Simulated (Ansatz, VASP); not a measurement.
## One calculation of HfN, two programs

File POSCAR:

```
HfN
1.0
    0.0000000000      2.4458088209      2.4458088209
    2.4458088209      0.0000000000      2.4458088209
    2.4458088209      2.4458088209      0.0000000000
Hf N
1 1
Direct
    0.0000000000      0.0000000000      0.0000000000
    0.7500000000      0.7500000000      0.7500000000
```

INCAR.step1

```
SYSTEM = HfN
ALGO = Normal
EDIFF = 1E-4
ENCUT = 520
GGA = PE
ISMEAR = 0
LASPH = .TRUE.
LCHARG = .FALSE.
LREAL = .FALSE.
LWAVE = .TRUE.
NBANDS = 14
NELM = 60
PREC = Accurate
SIGMA = 0.15
```

The input INCAR.step2:

```
SYSTEM = HfN
ALGO = Normal
EDIFF = 1E-6
ENCUT = 520
ISIF = 2
ISMEAR = 0
ISTART = 1
LASPH = .TRUE.
LCHARG = .FALSE.
LMIXTAU = .TRUE.
LREAL = .FALSE.
LWAVE = .FALSE.
METAGGA = R2SCAN
NBANDS = 14
NELM = 60
PREC = Accurate
SIGMA = 0.15
```

The input KPOINTS:

```
k-points
0
G
  12 12 12
  0 0 0
```

Input for Ansatz:

```yaml
crystal:
  lattice:
    - [0.0, 2.4458088214, 2.4458088214]
    - [2.4458088214, 0.0, 2.4458088214]
    - [2.4458088214, 2.4458088214, 0.0]
  atoms:
    - { symbol: Hf, position: [0.0, 0.0, 0.0] }
    - { symbol: "N", position: [0.75, 0.75, 0.75] }
basis:
  ecutwfc: 500
kpoints:
  mp_grid: { grid: [12, 12, 12] }
hamiltonian:
  xc: r2scan
scf:
  occupations: { method: gaussian, width: 0.15 }
output:
  forces: true
  stress: true
  eigenvalues: true
```

The cell comes from a database or a generator and needn't be the stable form of this composition.

Alike in both runs: task single point; functional r2SCAN; k mesh 12 × 12 × 12; occupations gaussian, width 0.15 eV; no spin polarisation.

|  | VASP | Ansatz |
| --- | --- | --- |
| version | VASP 6.6.1 | Ansatz 0.2.0 |
| potentials or method | VASP PAW PBE potentials, release 64 (Hf_pv, N) | scalar-relativistic, plane waves, PAW |
| plane-wave cutoff (eV) | 520 | 500 |
| valence electrons in the cell | 15 | 31 |

|  | VASP | Ansatz | Ansatz less VASP |
| --- | --- | --- | --- |
| gap on the k mesh at the Fermi level (eV) | none | none | - |
| pressure (GPa) | -1.2 | 0.1 | +1.37 |

A gap of «none» marks a metal or a gap that the smearing closes. With one functional, cell and mesh, what is left measures potentials, basis and numerics. The two sets of potentials don't hold the same shells in valence.

Caveats: the PAW data sets were made with another functional, which shifts forces and pressure a little (VASP). The runs have no spin-orbit coupling, so splittings on Hf are missing.
